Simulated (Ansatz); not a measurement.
Start from LaAlO$_{3}$ (space group R-3c, No. 167).

```yaml
crystal:
  lattice:
    - [2.70656, 1.56263, 4.39782]
    - [-2.70656, 1.56263, 4.39782]
    - [0.00000, -3.12526, 4.39782]
  atoms:
    - { symbol: La, position: [0.25000, 0.25000, 0.25000] }
    - { symbol: La, position: [0.75000, 0.75000, 0.75000] }
    - { symbol: Al, position: [0.00000, 0.00000, 0.00000] }
    - { symbol: Al, position: [0.50000, 0.50000, 0.50000] }
    - { symbol: O, position: [0.78890, 0.71110, 0.25000] }
    - { symbol: O, position: [0.25000, 0.78890, 0.71110] }
    - { symbol: O, position: [0.71110, 0.25000, 0.78890] }
    - { symbol: O, position: [0.21110, 0.28890, 0.75000] }
    - { symbol: O, position: [0.75000, 0.21110, 0.28890] }
    - { symbol: O, position: [0.28890, 0.75000, 0.21110] }
```

Cartesian axes are those of the cell as printed.

Computed with PBE, PAW, 420 eV (Ansatz, an electronic-structure program; no spin-orbit coupling).

One thing is altered: uniaxial strain ε_xx = +2.33 %, all other strain components held at zero, atoms relaxed at fixed cell.

### Question
Predict the stress tensor and what it implies for the stiffness.

### Answer
Stress of the strained cell less that of the base (GPa, compression positive):
```
  -7.49    0.00    0.00
   0.00   -2.74   -0.69
   0.00   -0.69   -1.62
```

Then −Δσ_ii/ε with ε = 0.0233 gives secant stiffness values (nonlinear terms included at this strain): C11 ≈ 322 GPa, C12 ≈ 117 GPa and C13 ≈ 69 GPa.

As a check, the harmonic strain energy −½ V₀ Δσ:ε is 6.1 meV/atom; the computed energy rise is 6.1 meV/atom.

Whether these cells are dynamically stable was not tested.
